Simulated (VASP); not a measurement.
# Y, density of states at the Fermi level: which settings are enough?

Y, P6_3/mmc (no. 194), 2 atoms in the cell. PBEsol, density of states on a second, denser mesh; PAW potentials Y_sv (PBE set). VASP 6.6.1.

Wanted: states at the Fermi level within 5 %; Fermi level on the dense mesh within 0.02 eV.

POSCAR:
```
Y
1.0
    3.6474000000      0.0000000000      0.0000000000
   -1.8237000000      3.1587410578      0.0000000000
    0.0000000000      0.0000000000      5.7306000000
Y
2
Direct
    0.6666666667      0.3333333333      0.7500000000
    0.3333333333      0.6666666667      0.2500000000
```

The series start from KSPACING_OPT: 0.14; k mesh: 8 × 8 × 4; Cutoff ENCUT (eV): 400; NEDOS: 3001; KPOINTS_OPT_MODE: 1. Each series keeps the choices made before it, and each single choice may use up half of a tolerance.

## KSPACING_OPT

| KSPACING_OPT | States at the Fermi level (states/eV/atom) | Fermi level on the dense mesh (eV) | Time (s) |
|---|---|---|---|
| 0.4 | 2.962 | 2.834 | 6.8 |
| 0.28 | 2.633 | 2.861 | 8.0 |
| 0.2 | 2.288 | 2.865 | 9.7 |
| 0.14 | 2.103 | 2.864 | 14 |
| 0.1 | 2.163 | 2.863 | 22 |
| 0.075 | 2.072 | 2.863 | 44 |
| 0.06 (reference) | 2.023 | 2.863 | 77 |

Chosen: 0.075, the loosest value from which every tighter one stays within half of the tolerance.

## k mesh

| k mesh | States at the Fermi level (states/eV/atom) | Fermi level on the dense mesh (eV) | Time (s) |
|---|---|---|---|
| 4 × 4 × 2 | 2.048 | 2.862 | 41 |
| 5 × 5 × 3 | 2.038 | 2.875 | 45 |
| 6 × 6 × 4 | 2.057 | 2.862 | 55 |
| 8 × 8 × 4 | 2.072 | 2.863 | 44 |
| 10 × 10 × 5 | 2.063 | 2.867 | 57 |
| 12 × 12 × 7 (reference) | 2.056 | 2.864 | 62 |

Chosen: 6 × 6 × 4.

## Cutoff ENCUT (eV)

| Cutoff ENCUT (eV) | States at the Fermi level (states/eV/atom) | Fermi level on the dense mesh (eV) | Time (s) |
|---|---|---|---|
| 250 | 2.06 | 2.866 | 38 |
| 300 | 2.08 | 2.863 | 39 |
| 350 | 2.081 | 2.862 | 44 |
| 400 | 2.057 | 2.862 | 55 |
| 500 | 2.063 | 2.861 | 88 |
| 600 | 2.057 | 2.861 | 114 |
| 750 (reference) | 2.081 | 2.861 | 156 |

Chosen: 250.

## NEDOS

| NEDOS | States at the Fermi level (states/eV/atom) | Fermi level on the dense mesh (eV) | Time (s) |
|---|---|---|---|
| 301 | 2.623 | 2.863 | 35 |
| 1001 | 2.062 | 2.866 | 32 |
| 3001 | 2.06 | 2.866 | 38 |
| 9001 (reference) | 2.057 | 2.866 | 33 |

Chosen: 1001.

## KPOINTS_OPT_MODE

| KPOINTS_OPT_MODE | States at the Fermi level (states/eV/atom) | Fermi level on the dense mesh (eV) | Time (s) |
|---|---|---|---|
| 1 | 2.062 | 2.866 | 32 |
| 2 | 2.062 | 2.866 | 105 |

Chosen: 1; no other choice that stays within half of the tolerance saves 30 % of the time.

## All choices together

| Input | States at the Fermi level (states/eV/atom) | Fermi level on the dense mesh (eV) | Time (s) |
|---|---|---|---|
| program defaults, k points 0.5 per Å apart (naive) | 3.085 | 2.827 | 1.1 |
| chosen settings | 2.062 | 2.866 | 32 |
| reference settings throughout | 2.019 | 2.864 | 268 |

The tolerance is met.

## The input

INCAR:
```
SYSTEM = Y
ALGO = Normal ; EDIFF = 1E-6
ENCUT = 250 ; GGA = PS
ISMEAR = -5 ; KPAR = 2
KPOINTS_OPT_MODE = 1 ; KSPACING_OPT = 0.075
LASPH = .True. ; LCHARG = .False.
LMAXMIX = 4 ; LREAL = .False.
LWAVE = .False. ; NBANDS = 20
NEDOS = 1001 ; NELM = 120
PREC = Accurate ; SIGMA = 0.05
```

KPOINTS:
```
Automatic mesh
0
Gamma
  6 6 4
  0 0 0
```

Commands:
```
cat potpaw_PBE.64/Y_sv/POTCAR > POTCAR
mpirun -np 2 vasp_std > vasp.out
```

The chosen input took VASP 6.6.1 32 s on 2 cores (Intel Xeon 6975P-C (Granite Rapids)), a shared host.

## An input that fails: no diagonalisation on the second mesh

It runs to its end, but against the unchanged starting input it is off by 83 % in the states at the Fermi level, 9.489 eV in the Fermi level on the dense mesh.

Changes against the starting input:
```
- KPOINTS_OPT_MODE = 1
+ KPOINTS_OPT_MODE = 0
```
